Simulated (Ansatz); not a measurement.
Method: Ansatz, DFT PBE+D3(BJ), scalar-relativistic, plane waves, PAW. Settings: cutoff 420 eV, Γ-centred meshes spaced at most about 0.3 Å⁻¹, and about 0.25 Å⁻¹ or finer for metals (2π included), Gaussian smearing. No spin polarisation.

Temperature and zero-point effects are left out.

Compare these two cells of PbO₂, each relaxed at this level.

A. Space group R-3m (No. 166), trigonal, a = 3.484 Å, c = 11.823 Å. Around Pb lie 6 O at 2.24 Å; O is surrounded by 3 Pb at 2.24 Å.

B. Space group P4_2/mnm (No. 136), tetragonal, a = 5.030 Å, c = 3.441 Å. Around Pb lie 6 O at 2.19–2.20 Å; O is surrounded by 3 Pb at 2.19–2.20 Å.

Question: Which is lower in energy, and by how much?

Answer: B is lower, by 80 meV/atom. A has the cadmium chloride type, space group R-3m (No. 166), 13.8 Å³/atom and no gap on its mesh; B has the rutile type, space group P4_2/mnm (No. 136), 14.5 Å³/atom and a gap of 0.05 eV. Origin: A, invented; B, reached from a Materials Project cell.

Spin–orbit coupling, which can matter for Pb, is left out. The zero gap of R-3m may come from the functional, which often closes small gaps. Cells relaxed within their symmetry can be saddle points.
